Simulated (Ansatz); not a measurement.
# InSb: how the energy converges with the cutoff

InSb, Cmcm, a = 6.127 Å, b = 6.163 Å, c = 6.127 Å. This isn't the usual stable structure of the compound. Ansatz: PBE, PAW, cutoff varied, Γ-centred 10×10×8 mesh on 4 atoms, Gaussian smearing 0.10 eV; no spin polarisation. Single points at one geometry, the cutoff alone changed; ΔE is the energy at zero smearing over the run at 850 eV (runs within 0.3 meV/atom of it are left out). The runs up to 380 eV lie under the cutoff recommended for these PAW datasets.

| cutoff (eV) | ΔE (meV/atom) |
| --- | --- |
| 150 | 66615.76 |
| 200 | 9299.48 |
| 250 | 1033.34 |
| 300 | ? |
| 350 | 4.78 |
| 380 | 2.33 |
| 420 | 1.50 |
| 460 | 0.63 |

Task: Assume ΔE falls exponentially with the cutoff, fit y = ln ΔE against x, the cutoff in eV, to the other rows, and predict the missing value.

Result: y = 11.107, 9.138, 6.941, 1.564, 0.846, 0.405, -0.462. Means x = 315.7, y = 4.2199; Σ(Δx)² = 82171, ΣΔxΔy = -3271; the slope is their ratio. y = 16.79 − 0.03980 x, a factor of ten per 58 eV. At 300 eV this gives ΔE = 127.74 meV/atom. The run gave 80.92, a ratio of 1.58. Between neighbouring rows the decay runs from a factor of ten per 41 eV to one per 209 eV, so one exponential is only a rough guide.